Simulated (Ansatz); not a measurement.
TaC, DFT, LDA, PAW with Ansatz's default frozen-core files, scalar-relativistic (Ansatz 0.2.0), run on 1 thread of Intel(R) Xeon(R) Platinum 8488C (Sapphire Rapids) on a shared host.

The geometry is COD entry 9008731, unchecked; take it as a test cell. The listed cell was then made from it by scaling, straining or moving an atom.

Command: `ansatz run input.yaml --threads 1 --pin off --max-ram 3072MiB --backend cpu --events-out ev --progress --plain --runs-dir out`

```yaml
crystal:
  lattice:
    - [0.0, 2.18246, 2.227]
    - [2.18246, 0.0, 2.227]
    - [2.18246, 2.18246, 0.0]
  atoms:
    - { symbol: Ta, position: [0.0, 0.0, 0.0] }
    - { symbol: C, position: [0.5, 0.5, 0.5] }
kpoints:
  mp_grid: { grid: [16, 16, 16] }
scf:
  occupations: { method: fermi_dirac, width: 0.05 }
hamiltonian:
  xc: lda
  pseudopotentials: { kind: paw }
output:
  forces: true
  stress: true
  eigenvalues: true
  efg: { contact_densities: true }
  write_density: true
  write_potential: true
  elf: true
  volumetric_format: npy
```

(1) How large is the problem that the program sets up?

(2) Estimate the wall time and the peak memory.

(3) And the same cell and mesh by all-electron PAW (datasets made for this crystal), asked for forces, stress, eigenvalues, efg, on the same hardware?

## Answers

(1) 349 irreducible k-points, 411 plane waves at Γ, 13 bands.

(2) 11 s of wall time for 6 SCF iterations, with a peak of 0.49 GiB. Times on shared machines scatter by tens of per cent.

(3) 64 s, peak memory 1.2 GiB.
